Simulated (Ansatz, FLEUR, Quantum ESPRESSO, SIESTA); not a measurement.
C: programs and potentials compared

```
C
1.0
     2.52210    0.00000    0.00000
    -1.26105    2.18420    0.00000
     0.00000    0.00000   12.35570
C
12
Direct
  0.66667 0.33333 0.35417
  0.33333 0.66667 0.85417
  0.66667 0.33333 0.14583
  0.33333 0.66667 0.64583
  0.66667 0.33333 0.47917
  0.33333 0.66667 0.97917
  0.66667 0.33333 0.02083
  0.33333 0.66667 0.52083
  0.00000 0.00000 0.81250
  0.00000 0.00000 0.31250
  0.00000 0.00000 0.68750
  0.00000 0.00000 0.18750
```

Alike in all runs: task band structure; functional PBE; k mesh 12 × 12 × 3; occupations fermi-dirac, width 0.05 eV; no spin polarisation; no spin-orbit coupling. Pressure is positive in compression and, in plane waves, holds the error of the finite cutoff, which Ansatz's Pulay term estimates and takes out. Gaps are the smaller of the mesh's and the band path's.

```json
{"program and potentials": "SIESTA, files PseudoDojo sr-pbe-0.4.1-standard, DZP (energy shift 0.005 Ry)", "plane-wave cutoff (eV)": "-", "notes": "atomic basis", "band gap (eV)": "4.49", "pressure (GPa)": "9.50", "largest force (eV/Å)": "0.335"}
{"program and potentials": "SIESTA, files PseudoDojo sr-pbe-0.4.1-standard, TZP (energy shift 0.02 Ry)", "plane-wave cutoff (eV)": "-", "notes": "atomic basis", "band gap (eV)": "4.46", "pressure (GPa)": "7.01", "largest force (eV/Å)": "0.335"}
{"program and potentials": "FLEUR, all-electron, FLAPW", "plane-wave cutoff (eV)": "-", "notes": "-", "band gap (eV)": "4.37", "pressure (GPa)": "-", "largest force (eV/Å)": "-"}
{"program and potentials": "Ansatz, JTH PAW", "plane-wave cutoff (eV)": "780", "notes": "Pulay term of +0.24 GPa included", "band gap (eV)": "4.36", "pressure (GPa)": "1.42", "largest force (eV/Å)": "0.331"}
{"program and potentials": "Quantum ESPRESSO, SSSP 1.3 efficiency PBE", "plane-wave cutoff (eV)": "748", "notes": "-", "band gap (eV)": "4.38", "pressure (GPa)": "2.25", "largest force (eV/Å)": "0.331"}
```

Force on atom 9 (C), eV/Å:

```csv
program and potentials,x,y,z
"SIESTA, files PseudoDojo sr-pbe-0.4.1-standard, DZP (energy shift 0.005 Ry)",0.000,0.000,0.335
"SIESTA, files PseudoDojo sr-pbe-0.4.1-standard, TZP (energy shift 0.02 Ry)",0.000,0.000,0.335
"Ansatz, JTH PAW",0.000,0.000,0.331
"Quantum ESPRESSO, SSSP 1.3 efficiency PBE",0.000,0.000,0.331
```

The band gap spans 4.36 (Ansatz, JTH PAW) to 4.49 eV (SIESTA, files PseudoDojo sr-pbe-0.4.1-standard, DZP (energy shift 0.005 Ry)), with all-electron results at 4.37. The pressure spans 1.42 (Ansatz, JTH PAW) to 9.50 GPa (SIESTA, files PseudoDojo sr-pbe-0.4.1-standard, DZP (energy shift 0.005 Ry)). The paths' points differ, which is worth about 0.01 eV. Rows in atomic bases carry the error of their basis and grid, which can be large.

The functional is the same throughout but for its coding, so the spread measures potentials, basis and numerics; runs on potential files found faulty are left out.

The cell is the 6H polytype of diamond, fully sp³-bonded, and its wide gap separates bonding from antibonding states. All-electron, PAW and Quantum ESPRESSO gaps nearly coincide, so the choice of potential hardly matters here. The true gap is probably larger, since a semilocal functional lacks the derivative discontinuity.

The force on atom 9 is just as reproducible and therefore belongs to the geometry. It points along the axis away from the atom's bonding partner, so it would lengthen a bond whose back bonds are eclipsed, as in lonsdaleite. Repulsion between these back bonds, absent in the staggered arrangement of cubic diamond, is the likely cause; the ideal tetrahedral positions leave it unrelieved.

Pressure is far more sensitive to the basis, because it follows how the basis error changes with strain. In so stiff a lattice even 9.50 GPa means only a small change in the equilibrium lattice constants. The two SIESTA rows differ in both orbital number and range, so their improvement in pressure can't be assigned to either.
